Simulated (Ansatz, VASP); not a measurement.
## C (graphene, 2 layers, AB stacking) in two plane-wave programs

Wanted: the spread between two codes on one cell, functional and k mesh. The structure shown is the start of the Ansatz relaxation below; VASP solves that cell, so the two are compared at the walk's first step.

Main program and level: Ansatz 0.2.0; plane waves, with VASP 6.6.1 beside it; single point at PBE with D3(BJ).

## (1) Starting point

The cell holds 4 atoms: 4 C. Its edges and angles: a = 2.467 Å, b = 2.467 Å, c = 19.300 Å, α = 90.0°, β = 90.0°, γ = 120.0°. Vacuum lies along c.

## (2) Ansatz: relaxation, PBE with D3(BJ)

Ansatz runs on its default PAW (the set named soft_2) files.

The two programs are compared at the cell with which this relaxation starts, whose forces are those of its first step.

input.yaml reads:

```yaml
crystal:
  lattice:
    - [2.467, 0.0, 0.0]
    - [-1.2335, 2.1364846711, 0.0]
    - [0.0, 0.0, 19.3]
  atoms:
    - { symbol: C, position: [0.6666666667, 0.3333333333, 0.414507772] }
    - { symbol: C, position: [0.3333333333, 0.6666666667, 0.414507772] }
    - { symbol: C, position: [0.0, 0.0, 0.585492228] }
    - { symbol: C, position: [0.6666666667, 0.3333333333, 0.585492228] }
kpoints:
  mp_grid: { grid: [12, 12, 1] }
hamiltonian:
  xc: pbe
  dispersion: d3bj
scf:
  occupations: { method: fermi_dirac, width: 0.05 }
  convergence: { dr2_threshold: 1.0e-08 }
efield:
  axis: 3
  dipole_correction: true
  ramp_position: 0.97
  ramp_width: 0.04
relax:
  f_tol: 0.01
  cell: { fix: [c, alpha, beta] }
output:
  write_potential: true
  write_density: true
  volumetric_format: npy
```

Run with:

```console
$ ansatz run input.yaml --threads 4 --pin off --max-ram 8192MiB --backend cpu --events-out ev --progress --plain --runs-dir out
```

Numbers of over 12 decimals in the logs are rounded to 6 here.

Output:

```text
Warning: relax.cell: scf.convergence.dr2_threshold = 1e-8 eV is looser than the 4e-10 eV advised for a relaxation that steers and ends on the stress (1e-10 eV for each atom of the cell: 4). What an SCF threshold leaves in a stress goes as its square root, and in the free energy as the threshold itself, and one threshold admits the most on a small cell: [figures from the program's tests cut] Set scf.convergence.dr2_threshold to 4e-10 eV or tighter. The threshold is an SCF's pass mark: one that does not reach it within its budget of iterations ends unconverged, or closes short of it on a stop that the run arms, and scf.convergence.dr2_threshold's page says what that costs each kind of run
Engine: ansatz 0.2.0, x86_64-unknown-linux-gnu
Pseudopotentials: kind: paw
Pseudopotential: C, paw, valence charge 4, recommended cutoff 420 eV (normal), C.paw.azcp
Functional definition: PBE
  parameter kappa = 0.804
  parameter beta = 0.066725
  exchange = pbe_x(kappa = kappa, mu = beta*pi^2/3)
  correlation = pbe_c(beta = beta)
Crystal: 4 atoms, lattice volume = 101.725 Å³
Basis set: ecut = 420 eV, 1907 PW (Γ), exchange–correlation on 36×36×270 points (8 copies of the dense FFT grid, shifted against one another)
Bands: 12, of which v1, the nominal top of the filled ones, is band 8 counted from 1 (7 counted from 0)
Symmetry: 6 space group operations
k-points: 19 of 144 (time reversal used)
Non-local potential: C, projectors of the file, l = 0: 2, l = 1: 2, l = 2: 1
PAW form: soft (Blöchl's): semilocal exchange-correlation on the pseudo side does not see the compensation charge
PAW one-centre angular grid: C, 110 points (default); XC on 64 Gauss nodes
Initial density: superposition of atomic densities (neutral atoms: chi_scale 0, normalization atom), corrected by the library's trained network
Initial wavefunctions: pseudopotential atomic-orbital guess
Functional: x = pbe(κ = 0.804, μ = 0.219515), c = pbe(β = 0.066725)
SCF iter   1: F=—  HF=-1004.214883 eV  |F-HF|=—  |Δ(HF+E_count)|=         —  Δρ=1.99e-3  dr2=5.74e-3  ethr=1.77e-3  p=0.000 e·Å  D=2.00e-4 V/Å  ΔV_dip=-0.00 eV  dr2_dipole=6.31e-8  V_vac-E_F(+/−)=4.59/4.59 eV  ⟨swp⟩=6.4  Hψ=1564  notcnv=0
efield: sawtooth ramp at fractional position 0.9700 (set: `efield.ramp_position`, or a place that a band, a saddle search or an elastic batch's reference lends), width 0.0400; the density the first Hamiltonian is built on has a dipole p = 0.000 e·Å; the dipole correction subtracts the counter field D = 2.00e-4 V/Å, which shifts the + side's vacuum level by -0.00 eV against the − side's; the planar-averaged density in the ramp window peaks in size at 4.7e-5 e/Å³
preconditioner: auto → LDOS  [metal: Δε(μ)=0.000 eV  Ē_g=14.955 eV  σ=0.050 eV  W_gap=0.00  n_scr=12 (ndim 8)  ℏωp=14.7 eV  f_vac=0.635  D(μ)=0.28/eV (n_scr^D=4)  β→1.0]
SCF iter   2: F=—  HF=-1004.216032 eV  |F-HF|=—  |Δ(HF+E_count)|=   1.15e-3  Δρ=9.12e-4  dr2=3.23e-3  ethr=3.59e-5  p=0.000 e·Å  D=2.12e-5 V/Å  ΔV_dip=-0.00 eV  dr2_dipole=9.10e-10  V_vac-E_F(+/−)=4.19/4.19 eV  ⟨swp⟩=3.1  Hψ=641  notcnv=0
SCF iter   3: F=—  HF=-1004.215166 eV  |F-HF|=—  |Δ(HF+E_count)|=   8.66e-4  Δρ=2.73e-4  dr2=2.14e-4  ethr=2.02e-5  p=0.000 e·Å  D=3.36e-5 V/Å  ΔV_dip=-0.00 eV  dr2_dipole=2.20e-8  V_vac-E_F(+/−)=4.32/4.32 eV  ⟨swp⟩=2.8  Hψ=398  notcnv=0
SCF iter   4: F=—  HF=-1004.215164 eV  |F-HF|=—  |Δ(HF+E_count)|=   2.06e-6  Δρ=6.01e-5  dr2=3.32e-6  ethr=1.34e-6  p=-0.000 e·Å  D=-2.31e-6 V/Å  ΔV_dip=0.00 eV  dr2_dipole=3.98e-10  V_vac-E_F(+/−)=4.30/4.30 eV  ⟨swp⟩=2.3  Hψ=375  notcnv=0
SCF iter   5: F=—  HF=-1004.215208 eV  |F-HF|=—  |Δ(HF+E_count)|=   4.36e-5  Δρ=9.04e-6  dr2=9.36e-8  ethr=2.08e-8  p=0.000 e·Å  D=1.83e-5 V/Å  ΔV_dip=-0.00 eV  dr2_dipole=6.98e-9  V_vac-E_F(+/−)=4.29/4.29 eV  ⟨swp⟩=2.3  Hψ=428  notcnv=0
SCF iter   6: F=—  HF=-1004.215208 eV  |F-HF|=—  |Δ(HF+E_count)|=   5.37e-8  Δρ=4.96e-6  dr2=2.93e-8  ethr=6.25e-11  p=-0.000 e·Å  D=-9.66e-6 V/Å  ΔV_dip=0.00 eV  dr2_dipole=2.69e-9  V_vac-E_F(+/−)=4.29/4.29 eV  ⟨swp⟩=9.1  Hψ=1471  notcnv=0
SCF iter   7: F=-1004.215208 eV  HF=-1004.215208 eV  |F-HF|=6.14e-10  |Δ(HF+E_count)|=   1.51e-8  Δρ=1.39e-6  dr2=1.97e-9  ethr=6.25e-11  p=-0.000 e·Å  D=-1.46e-6 V/Å  ΔV_dip=0.00 eV  dr2_dipole=1.39e-10  V_vac-E_F(+/−)=4.29/4.29 eV  ⟨swp⟩=8.2  Hψ=1316  notcnv=0
SCF 1 converged in 7 iterations: F = -1004.215208 eV  dr2 = 1.97e-9
  greatest PAW one-centre occupation: 0.672 electrons in one spin orbital (limit 2), on the C atom at site 0 (counted from 0), in its partial waves of l = 0
[...]
SCF iter   4: F=—  HF=-1004.216669 eV  |F-HF|=—  |Δ(HF+E_count)|=   2.45e-5  Δρ=4.47e-5  dr2=6.51e-7  ethr=5.49e-7  p=0.000 e·Å  D=2.43e-7 V/Å  ΔV_dip=-0.00 eV  dr2_dipole=9.44e-11  V_vac-E_F(+/−)=4.28/4.28 eV  ⟨swp⟩=2.2  Hψ=396  notcnv=0
SCF iter   5: F=—  HF=-1004.216670 eV  |F-HF|=—  |Δ(HF+E_count)|=   1.74e-6  Δρ=1.06e-5  dr2=9.88e-8  ethr=4.07e-9  p=0.000 e·Å  D=9.91e-8 V/Å  ΔV_dip=-0.00 eV  dr2_dipole=1.68e-13  V_vac-E_F(+/−)=4.28/4.28 eV  ⟨swp⟩=2.1  Hψ=392  notcnv=0
SCF iter   6: F=-1004.216670 eV  HF=-1004.216670 eV  |F-HF|=3.19e-9  |Δ(HF+E_count)|=   2.05e-8  Δρ=3.13e-6  dr2=7.78e-9  ethr=6.25e-11  p=0.000 e·Å  D=2.13e-7 V/Å  ΔV_dip=-0.00 eV  dr2_dipole=1.72e-11  V_vac-E_F(+/−)=4.28/4.28 eV  ⟨swp⟩=7.1  Hψ=1551  notcnv=0
SCF 4 converged in 6 iterations: F = -1004.216670 eV  dr2 = 7.78e-9
relax step   4: F+E_penalty+E_count = -1004.21667031 eV  Δ(F+E_penalty+E_count) = -2.771e-4 eV  max|allowed force component| = 2.174e-3 eV/Å  Δτ_max = 0.0177 Å  P = -0.024 GPa  Ω = 101.611 Å³  energy of the carried Pulay correction = +1.361e-4 eV  fix = [c, alpha, beta]  reactions: c -0.038 GPa  (6 SCF iters, accepted)
Initial wavefunctions: pseudopotential atomic-orbital guess (no wavefunctions were taken with the density)
iter 1 solved again at ethr=3.42e-7 eV; its pass at ethr=3.10e-3 eV (dr2=5.47e-5 eV) is discarded
SCF iter   1: F=—  HF=-1004.216476 eV  |F-HF|=—  |Δ(HF+E_count)|=         —  Δρ=6.79e-6  dr2=1.31e-8  ethr=3.42e-7  p=0.000 e·Å  D=2.13e-7 V/Å  ΔV_dip=-0.00 eV  dr2_dipole=1.25e-11  V_vac-E_F(+/−)=4.28/4.28 eV  ⟨swp⟩=3.2  Hψ=2323  notcnv=0
efield: sawtooth ramp at fractional position 0.9700 (set: `efield.ramp_position`, or a place that a band, a saddle search or an elastic batch's reference lends), width 0.0400; the density the first Hamiltonian is built on has a dipole p = 0.000 e·Å; the dipole correction subtracts the counter field D = 2.13e-7 V/Å, which shifts the + side's vacuum level by -0.00 eV against the − side's; the planar-averaged density in the ramp window peaks in size at 7.1e-8 e/Å³
eigensolver tolerance schedule: the retry pair's looser diagonalisation over-reported the residual by 4190.32 of it (diagonalisation noise at 0.86 of the residual, at the tolerance the schedule requests for it); recorded, not acted on — ethr = c·dr2/N_el stays at c = 1.0e-1
preconditioner: auto → LDOS  [metal: Δε(μ)=0.326 eV  Ē_g=14.907 eV  σ=0.050 eV  W_gap=0.50  n_scr=12 (ndim 8)  ℏωp=14.7 eV  f_vac=0.633  D(μ)=0.28/eV (n_scr^D=4)  β→1.0]
SCF iter   2: F=—  HF=-1004.216463 eV  |F-HF|=—  |Δ(HF+E_count)|=   1.24e-5  Δρ=4.48e-6  dr2=1.76e-8  ethr=8.16e-11  p=0.000 e·Å  D=3.05e-6 V/Å  ΔV_dip=-0.00 eV  dr2_dipole=5.80e-11  V_vac-E_F(+/−)=4.28/4.28 eV  ⟨swp⟩=3.2  Hψ=508  notcnv=0
SCF iter   3: F=-1004.216463 eV  HF=-1004.216463 eV  |F-HF|=4.42e-10  |Δ(HF+E_count)|=   3.37e-9  Δρ=1.24e-6  dr2=1.35e-9  ethr=6.25e-11  p=0.000 e·Å  D=4.79e-7 V/Å  ΔV_dip=-0.00 eV  dr2_dipole=1.57e-11  V_vac-E_F(+/−)=4.28/4.28 eV  ⟨swp⟩=8.6  Hψ=1692  notcnv=0
SCF 5 converged in 3 iterations: F = -1004.216463 eV  dr2 = 1.35e-9
relax step   5: F+E_penalty+E_count = -1004.21646323 eV  Δ(F+E_penalty+E_count) = +2.071e-4 eV  max|allowed force component| = 2.160e-3 eV/Å  Δτ_max = 0.0000 Å  P = -0.025 GPa  Ω = 101.611 Å³  fix = [c, alpha, beta]  reactions: c -0.007 GPa  stress off target by 3.41e-2 GPa on what of the cell is left free  SCF on the basis re-selected at this cell (its energy is not comparable with the rows above)  (3 SCF iters)
basis re-selected at this cell: Δ(F+E_penalty+E_count) = +2.071e-4 eV, ΔP = -0.001 GPa vs the last step (what re-selecting the basis moved, of the pressure what is left beyond the Pulay correction that the steps carried, after the strain that the cell walked since its last selection, with what the two solves' SCF thresholds leave and, on support functions, any second-order correction that the steps lacked; it is no m [...]
WARN: The output density's exchange-correlation potential varies sharply where the density is thin. Do not read a vacuum level from v_tot or v_xc, or from such a field of the output density. On a cell that repeats whose density bears no net charge and no dipole along the vacuum's axis use v_es (v_loc + v_h of the components); under efield.dipole_correction with no amplitude use v_es + v_field, which holds any externa [...]
SCF converged after 3 iterations
Free energy (F): -1004.216463 eV
Harris-Foulkes:  -1004.216463 eV  (|F-HF|=4.42e-10)
Internal energy: -1004.214502 eV  (E = F + TS)
E sigma→0 (E₀):  -1004.215482 eV
Entropy (-TS):   -0.001962 eV (-0.490 meV/atom)
Fermi energy:    -0.357836 eV
Dipole field:    D = 0.000008 V/Å  (p = 0.000004 e·Å, saw-weighted, corrected)
Work function:   Φ+ = 4.2759 eV   Φ− = 4.2760 eV
Levels:          The Fermi level and band energies are counted from a zero that moves with the ramp; work functions are not
--- Per-component energies (eV) ---
  E_band       = -151.906010
  E_kinetic    = 363.492276
  E_local      = -7266.255951  (includes V_loc(G=0)·N_el)
  E_nonlocal   = 109.181613
  E_hartree    = 3453.260904
  E_xc         = -191.947877
  E_vxc        = -237.640735  (∫ρ·V_xc dr)
  E_paw        = -397.368482  (= ΣΔE_a)
  E_vpaw       = -27.205027  (= ΣTr[D̂ρ^β])
  E_aug_tail   = 0.000030  (compensation charges beyond the density's cutoff)
  E_efield     = 0.000000  (sawtooth field / dipole correction)
  E_vefield    = -0.000025  (∫n·V_field dr)
  E_ewald      = 2925.898802
  E_disp       = -0.475815  (pairwise vdW)
  E_smearing   = -0.001962  (= −TS)
  E_closure    = 0.000000  (closes the sum)
  Σ components = -1004.216463   (vs F -1004.216463, Δ=0.00e0)
--- Forces (eV/Å), atoms counted from 1 ---
  atom   1  C      0.00000000     0.00000000     0.00000190
  atom   2  C      0.00000000    -0.00000000     0.00215888
  atom   3  C      0.00000000     0.00000000    -0.00216152
  atom   4  C      0.00000000    -0.00000000    -0.00000511
  max |Σ_I F_I| component: 5.85e-6 eV/Å
--- Stress (GPa, compression-positive) ---
       -0.034120      -0.000000      -0.000000
       -0.000000      -0.034120       0.000000
       -0.000000       0.000000      -0.007442
  P = ⅓ Tr σ = -0.0252 GPa (-0.252 kbar)
--- Band table (eV; the first three rows and the last of 19) ---
  k-point 0: bands = [... 4 lower, -3.3915, -3.3915, -3.3836, -3.3836, 3.0580, 3.4613, 4.2408, 5.5516]
  k-point 1: bands = [... 4 lower, -4.0472, -4.0322, -3.7329, -3.7205, 3.2791, 3.6845, 4.4664, 5.7753]
  k-point 2: bands = [... 4 lower, -5.6939, -5.6647, -4.5296, -4.5119, 3.9420, 4.3531, 5.1431, 6.4445]
  k-point 18: bands = [... 4 lower, -10.9131, -10.9131, -0.6662, -0.3579, -0.3579, -0.0320, 10.2235, 10.2236]
--- Relaxed structure (4 steps of the walk, 3 accepted, 1 SCFs on fresh bases) ---
  F+E_penalty+E_count = -1004.21646323 eV   max|allowed force component| = 2.160e-3 eV/Å   (the final SCF, on the basis selected at the relaxed cell)
  cell:  # Å, volume = 101.6115 Å³
    - [2.465627, 0.0, 0]
    - [-1.232814, 2.135296, 0]
    - [0, 0, 19.3]
  atoms:
    - { symbol: C, position: [0.666667, 0.333333, 0.412179] }
    - { symbol: C, position: [0.333333, 0.666667, 0.412138] }
    - { symbol: C, position: [-2.17574026557988e-17, -1.8503717076008884e-17, 0.587862] }
    - { symbol: C, position: [0.666667, 0.333333, 0.587821] }
```

[end of part 1 of 2]

[Lines on the potential files, build, host, timing and source positions are cut from VASP's logs without a mark.]

[Logs are printed without paths, hosts, clocks, repeated set-up lines and the standing remarks that a program may print on its own settings, such as how far it seeks lower states.]

[Hosts, paths, dates, database ids (printed as entryN), source tags and the programs' standing remarks are cut or masked in the printed files.]
